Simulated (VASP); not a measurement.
# TiS2 (P-3m1) in VASP: band structure with PBE+D3(BJ)

Aim: the band structure of TiS2 with PBE+D3(BJ).

Program: VASP 6.6.1. These are calculated values, not measurements. Logs are shortened: lines on timing, memory, paths and dates and some standing lists are left out, and cuts for length are marked.

## 1. The crystal as given

Symmetry: P-3m1, No. 164, trigonal system. Conventional cell: a = 3.365 Å, b = 3.365 Å, c = 5.500 Å, α = 90.00°, β = 90.00°, γ = 120.00°. Ti (site symmetry -3m) is surrounded by 6 S at 2.41 Å. S (site symmetry 3m) has 3 Ti at 2.41 Å as nearest neighbours.

## 2. Band structure, PBE+D3(BJ)

Contents of INCAR:

```
SYSTEM = TiS2
PREC = Accurate
ENCUT = 520
EDIFF = 1E-7
ISMEAR = 0
SIGMA = 0.02
LREAL = .FALSE.
LASPH = .TRUE.
NELM = 100
ALGO = Normal
ISIF = 2
LWAVE = .FALSE.
LCHARG = .FALSE.
LMAXMIX = 4
GGA = PE
IVDW = 12
```

Contents of KPOINTS:

```
regular mesh
0
G
  6 6 4
  0 0 0
```

Contents of POSCAR:

```
TiS2                                    
1.0
    3.3647996182      0.0000000000      0.0000000000
   -1.6823998091      2.9140019502      0.0000000000
    0.0000000000      0.0000000000      5.5000243434
  Ti              S             
     1     2
Direct
     0.0000000000000000    0.0000000000000000    0.0000000000000000
     0.3333333300000021    0.6666666699999979    0.2592915724711631
     0.6666666699999979    0.3333333300000021    0.7407084275288369
```

Contents of KPOINTS_OPT:

```
path GMKGALHA,LM,KH
15
line-mode
reciprocal
 0.0000000000  0.0000000000  0.0000000000  G
 0.5000000000  0.0000000000  0.0000000000  M

 0.5000000000  0.0000000000  0.0000000000  M
 0.3333333333  0.3333333333  0.0000000000  K

 0.3333333333  0.3333333333  0.0000000000  K
 0.0000000000  0.0000000000  0.0000000000  G

 0.0000000000  0.0000000000  0.0000000000  G
 0.0000000000  0.0000000000  0.5000000000  A

 0.0000000000  0.0000000000  0.5000000000  A
 0.5000000000  0.0000000000  0.5000000000  L

 0.5000000000  0.0000000000  0.5000000000  L
 0.3333333333  0.3333333333  0.5000000000  H

 0.3333333333  0.3333333333  0.5000000000  H
 0.0000000000  0.0000000000  0.5000000000  A

 0.5000000000  0.0000000000  0.5000000000  L
 0.5000000000  0.0000000000  0.0000000000  M

 0.3333333333  0.3333333333  0.0000000000  K
 0.3333333333  0.3333333333  0.5000000000  H
```

Potentials or basis: VASP PAW PBE potentials, release 64 (Ti_sv, S).

The run is started by

```sh
> cat potpaw_PBE.64/Ti_sv/POTCAR potpaw_PBE.64/S/POTCAR > POTCAR
> mpirun -np 1 vasp_std > vasp.out
```

OUTCAR:

```text
SYSTEM = TiS2
   PREC = Accurate
   ENCUT = 520
   EDIFF = 1E-7
   ISMEAR = 0
   LREAL = .FALSE.
   LASPH = .TRUE.
   NELM = 100
   ISIF = 2
   GGA = PE
   IVDW = 12
 IVDW          = 12

 ion  position               nearest neighbor table
   1  0.000  0.000  0.000-   2 2.41   3 2.41   3 2.41   2 2.41   3 2.41   2 2.41
   2  0.333  0.667  0.259-   1 2.41   1 2.41   1 2.41
   3  0.667  0.333  0.741-   1 2.41   1 2.41   1 2.41

  LATTYP: Found a hexagonal cell.
 ALAT       =     3.3647996182
 C/A-ratio  =     1.6345770826

  Lattice vectors:

 A1 = (   3.3647996182,   0.0000000000,   0.0000000000)
 A2 = (  -1.6823998091,   2.9140019502,   0.0000000000)
 A3 = (   0.0000000000,   0.0000000000,   5.5000243434)

Analysis of symmetry for initial positions (statically):
=====================================================================
 Subroutine PRICEL returns:
 Original cell was already a primitive cell.

 Routine SETGRP: Setting up the symmetry group for a
 hexagonal supercell.

 Subroutine GETGRP returns: Found 12 space group operations
 (whereof 12 operations were pure point group operations)
 out of a pool of 24 trial point group operations.

The static configuration has the point symmetry D_3d.

Analysis of symmetry for dynamics (positions and initial velocities):
=====================================================================
 Subroutine PRICEL returns:
 Original cell was already a primitive cell.

 Routine SETGRP: Setting up the symmetry group for a
 hexagonal supercell.

 Subroutine GETGRP returns: Found 12 space group operations
 (whereof 12 operations were pure point group operations)
 out of a pool of 24 trial point group operations.

The dynamic configuration has the point symmetry D_3d.

 Subroutine INISYM returns: Found 12 space group operations
 (whereof 12 operations are pure point group operations),
 and found     1 'primitive' translations

----------------------------------------------------------------------------------------

                                     Primitive cell

  volume of cell :      53.9279

  direct lattice vectors                    reciprocal lattice vectors
     3.364799618  0.000000000  0.000000000     0.297194518  0.171585335  0.000000000
    -1.682399809  2.914001950  0.000000000     0.000000000  0.343170669  0.000000000
     0.000000000  0.000000000  5.500024343     0.000000000  0.000000000  0.181817377

  length of vectors
     3.364799618  3.364799620  5.500024343     0.343170670  0.343170669  0.181817377

  position of ions in fractional coordinates (direct lattice)
     0.000000000  0.000000000  0.000000000
     0.333333330  0.666666670  0.259291572
     0.666666670  0.333333330  0.740708428

  ion indices of the primitive-cell ions
   primitive index   ion index
                 1           1
                 2           2
                 3           3

----------------------------------------------------------------------------------------

 KPOINTS: regular mesh

Automatic generation of k-mesh.
 Grid dimensions read from file:
 generate k-points for:    6    6    4

 Generating k-lattice:

  Cartesian coordinates                     Fractional coordinates (reciprocal lattice)
     0.049532420  0.028597556  0.000000000     0.166666667 -0.000000000  0.000000000
     0.000000000  0.057195112  0.000000000     0.000000000  0.166666667  0.000000000
     0.000000000  0.000000000  0.045454344     0.000000000  0.000000000  0.250000000

  Length of vectors
     0.057195112  0.057195112  0.045454344

  Shift w.r.t. Gamma in fractional coordinates (k-lattice)
     0.000000000  0.000000000  0.000000000

 Subroutine IBZKPT returns following result:
 ===========================================

 Found     24 irreducible k-points:

 Following reciprocal coordinates:
            Coordinates               Weight
  0.000000  0.000000  0.000000      1.000000
  0.166667 -0.000000  0.000000      6.000000
  0.333333 -0.000000  0.000000      6.000000
  0.500000  0.000000  0.000000      3.000000
  0.166667  0.166667  0.000000      6.000000
  0.333333  0.166667  0.000000     12.000000
[... 16 lines left out ...]
  0.333333  0.166667  0.500000     12.000000
  0.333333  0.333333  0.500000      2.000000
   k-points           NKPTS =     24   k-points in BZ     NKDIM =     24   number of bands    NBANDS=     16
   number of dos      NEDOS =    301   number of ions     NIONS =      3
   total plane-waves  NPLWV =  32928
   dimension x,y,z NGX =    28 NGY =   28 NGZ =   42
   dimension x,y,z NGXF=    56 NGYF=   56 NGZF=   84
   ions per type =               1   2
   NGX,Y,Z   is equivalent  to a cutoff of  13.83, 13.83, 12.70 a.u.
   NGXF,Y,Z  is equivalent  to a cutoff of  27.67, 27.67, 25.39 a.u.
 SYSTEM =  TiS2
   PREC   = accura    normal or accurate (medium, high low for compatibility)
   ISTART =      0    job   : 0-new  1-cont  2-samecut
   ICHARG =      2    charge: 1-file 2-atom 10-const
   ISPIN  =      1    spin polarized calculation?
   LNONCOLLINEAR =      F non collinear calculations
   LSORBIT =      F    spin-orbit coupling
   LASPH  =      T    aspherical Exc in radial PAW
   ENCUT  =  520.0 eV  38.22 Ry    6.18 a.u.   6.26  6.26 10.23*2*pi/ulx,y,z
   NELM   =    100;   NELMIN=  2; NELMDL= -5     # of ELM steps
   EDIFF  = 0.1E-06   stopping-criterion for ELM
   LREAL  =      F    real-space projection
   EDIFFG = 0.1E-05   stopping-criterion for IOM
   NSW    =      0    number of steps for IOM
   IBRION =     -1    ionic relax: 0-MD 1-quasi-New 2-CG
   NFREE  =      0    steps in history (QN), initial steepest desc. (CG)
   ISIF   =      2    stress and relaxation
   ISYM   =      2    0-nonsym 1-usesym 2-fastsym
   POTIM  = 0.5000    time-step for ionic-motion
   TEBEG  =    0.0;   TEEND  =   0.0 temperature during run
   PSTRESS=    0.0 pullay stress
   NELECT =      24.0000    total number of electrons
   NUPDOWN=      -1.0000    fix difference up-down
   EMIN   =  10.00;   EMAX   =-10.00  energy-range for DOS
   EFERMI =   0.00;   METHOD = LEGACY
   ISMEAR =     0;   SIGMA  =   0.02  broadening in eV -4-tet -1-fermi 0-gaus
   EFERMI_NEDOS =   21; number of points for ismear=-14 and -15
   IALGO  =     38    algorithm
   IMIX   =      4    mixing-type and parameters
     AMIX     =   0.40;   BMIX     =  1.00
     AMIX_MAG =   1.60;   BMIX_MAG =  1.00
  volume/ion in A,a.u.               =      17.98       121.31
  Fermi-wavevector in a.u.,A,eV,Ry     =   1.249896  2.361962 21.255580  1.562241
  Thomas-Fermi vector in A             =   2.383916
   LORBIT       =      0    0 simple, 1 ext, 2 COOP (PROOUT), +10 PAW based schemes
   GGA     = PE    functional components
   LHFCALC =     F    Hartree Fock is set to
   AEXX    =    0.0000 exact exchange contribution
   IVDW    =    12    specifies the selected vdW correction
   LEPSILON=     F    determine dielectric tensor
   LRPA    =     F    only Hartree local field effects (RPA)
 non-spin polarized calculation
 Gauss-broadening in eV      SIGMA  =   0.02
  energy-cutoff  :      520.00
  volume of cell :       53.93
 maximum number of plane-waves:      1472
 NGX is ok and might be reduce to    28
   NGX = 13   NGY = 13   NGZ = 21

 number of electron      23.9999997 magnetization

 Free energy of the ion-electron system (eV)
  ---------------------------------------------------
  ext. energy  EPLUGINS =         0.00000000
  ---------------------------------------------------
  free energy    TOTEN  =       -19.85022328 eV

  energy without entropy =      -19.85018588  energy(sigma->0) =      -19.85020458

 E-fermi :   6.2169     XC(G=0): -10.4463

 val. band max:        6.1830354294   @ k =   0.0000   0.0000   0.2500
 cond. band min:       6.2546002345   @ k =   0.0000   0.3333   0.2500
 fundamental gap:      0.0715648050
 Fermi energy:         6.2169496078

 k-point     1 :       0.0000    0.0000    0.0000
  band No.  band energies     occupation
      1     -51.4121      2.00000
      2     -27.6506      2.00000
      3     -27.5923      2.00000
      4     -27.5923      2.00000
      5      -7.8621      2.00000
      6      -5.9337      2.00000
[... 8 lines left out ...]
     15       7.0362      0.00000
     16       9.6121      0.00000

 k-point     2 :       0.1667   -0.0000    0.0000
  band No.  band energies     occupation
      1     -51.4085      2.00000
      2     -27.6432      2.00000
      3     -27.6298      2.00000
      4     -27.6008      2.00000
      5      -7.5242      2.00000
      6      -5.8713      2.00000
[... 8 lines left out ...]
     15       7.5370      0.00000
     16       9.4889      0.00000

 k-point     3 :       0.3333   -0.0000    0.0000
  band No.  band energies     occupation
      1     -51.4013      2.00000
      2     -27.7046      2.00000
      3     -27.6279      2.00000
      4     -27.6178      2.00000
      5      -6.6894      2.00000
      6      -5.7768      2.00000
[... 8 lines left out ...]
     15       8.0652      0.00000
     16       9.9636      0.00000

 k-point     4 :       0.5000    0.0000    0.0000
  band No.  band energies     occupation
      1     -51.3977      2.00000
      2     -27.7414      2.00000
      3     -27.6262      2.00000
      4     -27.6203      2.00000
      5      -5.9498      2.00000
      6      -5.9479      2.00000
[... 8 lines left out ...]
     15       8.2308      0.00000
     16       9.9110      0.00000
[... 324 lines left out ...]
 k-point    22 :       0.1667    0.1667    0.5000
  band No.  band energies     occupation
      1     -51.4031      2.00000
      2     -27.6787      2.00000
      3     -27.6325      2.00000
      4     -27.6204      2.00000
      5      -6.4554      2.00000
      6      -6.3651      2.00000
[... 8 lines left out ...]
     15       8.2704      0.00000
     16       9.2614      0.00000

 k-point    23 :       0.3333    0.1667    0.5000
  band No.  band energies     occupation
      1     -51.3977      2.00000
      2     -27.7219      2.00000
      3     -27.6459      2.00000
      4     -27.6205      2.00000
      5      -6.0715      2.00000
      6      -5.8117      2.00000
[... 8 lines left out ...]
     15       8.0284      0.00000
     16       9.3627      0.00000

 k-point    24 :       0.3333    0.3333    0.5000
  band No.  band energies     occupation
      1     -51.3959      2.00000
      2     -27.6953      2.00000
      3     -27.6953      2.00000
      4     -27.6169      2.00000
      5      -5.7821      2.00000
      6      -5.7821      2.00000
[... 8 lines left out ...]
     15       7.6457      0.00000
     16      10.0316      0.00000

------------------------ aborting loop because EDIFF is reached ----------------------------------------

 Edisp (eV)   -1.23116

 E8    (eV) :    -0.4992

  FORCE on cell =-STRESS in cart. coord.  units (eV):
  Direction    XX          YY          ZZ          XY          YZ          ZX
  --------------------------------------------------------------------------------------
  -------------------------------------------------------------------------------------
  Total      -0.00387    -0.00387    -0.00550     0.00000    -0.00000    -0.00000
  in kB      -0.11502    -0.11502    -0.16329     0.00000    -0.00000    -0.00000
  external pressure =       -0.13 kB  Pullay stress =        0.00 kB

 VOLUME and BASIS-vectors are now :
 -----------------------------------------------------------------------------
  energy-cutoff  :      520.00
  volume of cell :       53.93
      direct lattice vectors                 reciprocal lattice vectors
     3.364799618  0.000000000  0.000000000     0.297194518  0.171585335  0.000000000
    -1.682399809  2.914001950  0.000000000     0.000000000  0.343170669  0.000000000
     0.000000000  0.000000000  5.500024343     0.000000000  0.000000000  0.181817377

 POSITION                                       TOTAL-FORCE (eV/Angst)
 -----------------------------------------------------------------------------------
      0.00000      0.00000      0.00000         0.000000      0.000000      0.000000
     -0.00000      1.94267      1.42611        -0.000000      0.000000     -0.000919
      1.68240      0.97133      4.07391         0.000000     -0.000000      0.000919
 -----------------------------------------------------------------------------------
    total drift:                               -0.000000     -0.000000     -0.000000

  FREE ENERGIE OF THE ION-ELECTRON SYSTEM (eV)
  ---------------------------------------------------
  free  energy   TOTEN  =       -21.0813837838 eV

  energy  without entropy=      -21.0813463763  energy(sigma->0) =      -21.08136508
```

Run time: 40 s. Hardware: 1 thread of Intel Xeon 6975P-C (Granite Rapids), shared host; peak memory 0.19 GiB.

What came out:

```
Free energy                : -21.0814 eV
Pressure                   : 0.0 GPa
Band gap along the path    : none (metal or under the smearing width)
Dispersion energy per atom : -0.410 eV
```

Levels at the corners of the path, in eV from the Fermi level:
| point | band 8 | band 9 | band 10 | band 11 | band 12 | band 13 | band 14 | band 15 | band 16 |
| --- | --- | --- | --- | --- | --- | --- | --- | --- | --- |
| Γ | -2.85 | -2.85 | 0.11 | 0.11 | 0.15 | 0.47 | 0.47 | 0.82 | 3.40 |
| M | -3.81 | -3.09 | -2.96 | -2.69 | -1.71 | 0.13 | 1.57 | 2.01 | 3.69 |
| M | -3.81 | -3.09 | -2.96 | -2.69 | -1.71 | 0.13 | 1.57 | 2.01 | 3.69 |
| K | -4.31 | -4.31 | -2.83 | -2.83 | -2.38 | 1.20 | 1.85 | 1.85 | 2.97 |
| K | -4.31 | -4.31 | -2.83 | -2.83 | -2.38 | 1.20 | 1.85 | 1.85 | 2.97 |
| Γ | -2.85 | -2.85 | 0.11 | 0.11 | 0.15 | 0.47 | 0.47 | 0.82 | 3.40 |
| Γ | -2.85 | -2.85 | 0.11 | 0.11 | 0.15 | 0.47 | 0.47 | 0.82 | 3.40 |
| A | -2.78 | -2.78 | -2.76 | -0.16 | -0.16 | 0.44 | 0.44 | 1.53 | 3.84 |
| A | -2.78 | -2.78 | -2.76 | -0.16 | -0.16 | 0.44 | 0.44 | 1.53 | 3.84 |
| L | -4.84 | -2.96 | -2.96 | -1.22 | -1.20 | -0.19 | 1.57 | 1.98 | 3.29 |
| L | -4.84 | -2.96 | -2.96 | -1.22 | -1.20 | -0.19 | 1.57 | 1.98 | 3.29 |
| H | -4.67 | -3.90 | -3.34 | -2.28 | -2.28 | 1.22 | 1.43 | 1.43 | 3.81 |
| H | -4.67 | -3.90 | -3.34 | -2.28 | -2.28 | 1.22 | 1.43 | 1.43 | 3.81 |
| A | -2.78 | -2.78 | -2.76 | -0.16 | -0.16 | 0.44 | 0.44 | 1.53 | 3.84 |
| L | -4.84 | -2.96 | -2.96 | -1.22 | -1.20 | -0.19 | 1.57 | 1.98 | 3.29 |
| M | -3.81 | -3.09 | -2.96 | -2.69 | -1.71 | 0.13 | 1.57 | 2.01 | 3.69 |
| K | -4.31 | -4.31 | -2.83 | -2.83 | -2.38 | 1.20 | 1.85 | 1.85 | 2.97 |
| H | -4.67 | -3.90 | -3.34 | -2.28 | -2.28 | 1.22 | 1.43 | 1.43 | 3.81 |

Caveat: pairwise dispersion overbinds metals, which lowers pressure and volume.
